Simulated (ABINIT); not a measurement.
The system is FeO (Wuestite).

```
Fe O
1.0
     1.51882    0.87689    2.51958
    -1.51882    0.87689    2.51958
     0.00000   -1.75378    2.51958
Fe O
1 1
Cartesian
  0.0000 0.0000 0.0000
  0.0000 0.0000 3.7794
```

Base run:

```yaml
Program: ABINIT 10.8.3 (patched build)
Functional: PBE
Potentials_or_basis: JTH PAW PBE v2.0
Cutoff: 707 eV
k_mesh: 11 × 11 × 11
Occupations: fermi-dirac, width 0.05 eV
Spin: collinear spin, ferromagnetic start
Starting_moments: "[3.0, 0.0] μB"
```

Its results: band gap on the k mesh none (metal or under the smearing width); pressure -1.8 GPa; net moment 4.00 μB per cell; site moments Fe +3.59; O +0.28 μB.

Task: The run is repeated on the same cell with these changes: functional from PBE to PBEsol. What comes out?

Result: Band gap on the k mesh none (metal or under the smearing width); pressure -9.9 GPa; net moment 4.00 μB per cell; site moments Fe +3.58; O +0.29 μB.

PBEsol binds more tightly than PBE, so the same cell stands under less pressure.

Caveats: a cell with one magnetic atom can't hold antiferromagnetic order, which such compounds often take; semilocal functionals often make such compounds metallic where correlation or magnetic order opens a gap, which also shifts bond lengths; the PAW data sets were made with another functional, which shifts forces and pressure a little (some runs).

Not every run made on this cell is shown here.
